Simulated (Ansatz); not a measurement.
Input and command of a calculation in Ansatz (plane waves; scalar-relativistic PAW potentials unless the input names others):

```yaml
crystal:
  lattice:
    - [3.5714750638, 0.0, 0.0]
    - [0.0, -3.5714750638, 0.0]
    - [0.0, 0.0, -3.5714750638]
  atoms:
    - { symbol: C, position: [0.5, 0.0, -0.0174997722] }
    - { symbol: C, position: [0.0, 0.5, 0.0] }
    - { symbol: C, position: [0.0, 0.0, 0.5] }
    - { symbol: C, position: [0.5, 0.5, 0.5] }
    - { symbol: C, position: [0.75, 0.75, 0.75] }
    - { symbol: C, position: [0.25, 0.25, 0.75] }
    - { symbol: C, position: [0.25, 0.75, 0.25] }
    - { symbol: C, position: [0.75, 0.25, 0.25] }
kpoints:
  mp_grid: { grid: [6, 6, 6] }
hamiltonian:
  xc: rpbe
scf:
  occupations: { method: gaussian, width: 0.05 }
  algorithm: density_mixing
output:
  forces: true
  eigenvalues: true
  stress: true
```

```bash
ansatz run input.yaml --threads 1 --pin off --max-ram 2560MiB --backend cpu --events-out ev --progress --plain --runs-dir out
```

Abridged log:
```
Basis set: ecut = 420 eV, 895 PW (Γ), exchange–correlation on 48×48×48 points (8 copies of the dense FFT grid, shifted against one another)
Bands: 24, of which v1, the nominal top of the filled ones, is band 16 counted from 1 (15 counted from 0)
Symmetry: 4 space group operations
k-points: 52 of 216 (time reversal used)
SCF iter   1: F=—  HF=-2016.297534 eV  |F-HF|=—  |Δ(HF+E_count)|=         —  Δρ=4.01e-3  dr2=1.81e-3  ethr=1.77e-3  ⟨swp⟩=5.4  Hψ=6017  notcnv=0  defer=4
SCF iter   2: F=—  HF=-2016.297933 eV  |F-HF|=—  |Δ(HF+E_count)|=   3.99e-4  Δρ=2.19e-3  dr2=5.50e-4  ethr=5.66e-6  ⟨swp⟩=1.9  Hψ=1888  notcnv=0  defer=21
SCF iter   3: F=—  HF=-2016.298231 eV  |F-HF|=—  |Δ(HF+E_count)|=   2.98e-4  Δρ=1.38e-4  dr2=6.35e-6  ethr=1.72e-6  ⟨swp⟩=2.0  Hψ=1920  notcnv=0  defer=6
automatic band count: iteration 3 solves 23 bands in place of 24: the levels show a gap, and the empty bands left out lie too high to hold charge; the band table lists the bands solved (type scf.n_extra_bands for more)
SCF iter   4: F=—  HF=-2016.298531 eV  |F-HF|=—  |Δ(HF+E_count)|=   3.00e-4  Δρ=4.51e-5  dr2=7.79e-7  ethr=1.99e-8  ⟨swp⟩=2.1  Hψ=1856  notcnv=0  defer=6
SCF iter   5: F=-2016.298531 eV  HF=-2016.298531 eV  |F-HF|=1.70e-8  |Δ(HF+E_count)|=   2.43e-7  Δρ=1.12e-5  dr2=3.87e-8  ethr=2.44e-9  ⟨swp⟩=2.0  Hψ=1919  notcnv=0  defer=6
SCF iter   6: F=-2016.298531 eV  HF=-2016.298531 eV  |F-HF|=5.94e-9  |Δ(HF+E_count)|=   2.82e-8  Δρ=3.28e-6  dr2=1.77e-9  ethr=1.21e-10  ⟨swp⟩=5.4  Hψ=4654  notcnv=0
SCF 1 converged in 6 iterations: F = -2016.298531 eV  dr2 = 1.77e-9
SCF converged after 6 iterations
Free energy (F): -2016.298531 eV
Harris-Foulkes:  -2016.298531 eV  (|F-HF|=5.94e-9)
Internal energy: -2016.298531 eV  (E = F + TS)
E sigma→0 (E₀):  -2016.298531 eV
Fermi energy:    15.551693 eV
--- Forces (eV/Å), atoms counted from 1 ---
  atom   1  C      0.00000000     0.00000000    -2.75823828
  atom   2  C      0.00000000     0.00000000    -0.36465923
  atom   3  C      0.00000000     0.00000000     0.40691258
  atom   4  C      0.00000000     0.00000000     0.40691258
  atom   5  C      0.21977363     0.21977363     0.61280449
  atom   6  C     -0.21977363    -0.21977363     0.61280449
  atom   7  C      0.14572655    -0.14572655     0.54173984
  atom   8  C     -0.14572655     0.14572655     0.54173984
--- Stress (GPa, compression-positive) ---
        6.704362       0.689611       0.000000
        0.689611       6.704362       0.000000
        0.000000       0.000000       6.323895
  P = ⅓ Tr σ = 6.5775 GPa (65.775 kbar)
```

Apart from outputs and empty bands, the input differs from a reference run on usual settings in hamiltonian.xc: "pbe" → "rpbe"; scf.algorithm: not typed → "density_mixing"; basis.ecutwfc: 420 → not typed. The reference, at the same geometry (not necessarily relaxed), gave pressure 0.45 GPa, largest force 2.736 eV/Å, gap on the mesh 3.89 eV. This run converged in 6 SCF iterations (reference: 6) with a total energy on another zero, pressure 6.58 GPa, largest force 2.758 eV/Å, gap on the mesh 3.89 eV.

It took 4.2 s on 1 thread of Arm Neoverse V2, on a shared host, peak memory 0.31 GiB.